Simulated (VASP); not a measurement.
Write the native input for VASP 6.6.1 that does the following.

| Property | Result |
| --- | --- |
| Task | relaxation of cell and atoms |
| Functional | PBEsol |
| Potentials or basis | VASP PAW PBE potentials, release 64 (Sb) |
| Cutoff | 600 eV |
| k mesh | 8 × 8 × 8 |
| Occupations | fermi-dirac, width 0.05 eV |
| Spin | no spin polarisation |
| Ladder | gaps |
| Further INCAR settings | ALGO = Fast; EDIFF = 1e-07; IBRION = 2; EDIFFG = -0.01; NSW = 60; ISIF = 3 |

The structure of Sb lies in POSCAR:

```
Sb
1.0
   -1.8713408863      1.8713408863      1.8713408863
    1.8713408863     -1.8713408863      1.8713408863
    1.8713408863      1.8713408863     -1.8713408863
Sb
1
Direct
    0.0000000000      0.0000000000      0.0000000000
```

This isn't the form of Sb at room conditions, which is rhombohedral.

These files were run (other wordings do the same):

INCAR

```
SYSTEM = Sb
PREC = Accurate
ENCUT = 600
EDIFF = 1E-7
ISMEAR = -1
SIGMA = 0.05
LREAL = .FALSE.
LASPH = .TRUE.
NELM = 100
ALGO = Fast
ISIF = 3
LWAVE = .FALSE.
LCHARG = .FALSE.
GGA = PS
IBRION = 2
NSW = 60
EDIFFG = -0.01
```

KPOINTS

```
Automatic mesh
0
G
  8 8 8
  0 0 0
```

Potentials or basis: VASP PAW PBE potentials, release 64 (Sb).

Launch:

```sh
$ cat potpaw_PBE.64/Sb/POTCAR > POTCAR
$ mpirun -np 1 vasp_std > vasp.out
```

It gave:

The relaxed volume is 25.80 Å³/atom. The relaxed cell is a = 3.224 Å, b = 3.224 Å, c = 3.224 Å, α = 109.47°, β = 109.47°, γ = 109.47° and the space group after relaxing (to 0.05 Å) is Im-3m (No. 229). The energy gained by relaxing is 1.4 meV/atom, the ionic steps are 3 and the pressure after relaxing is 0.0 GPa. The band gap on the k mesh is none (metal or under the smearing width).

Caveat: the PAW data sets were made with another functional, which shifts forces and pressure a little.

It took 14 s on 1 thread of Intel(R) Xeon(R) Platinum 8375C CPU @ 2.90GHz (Ice Lake), with other jobs on the host, peak memory 0.15 GiB.
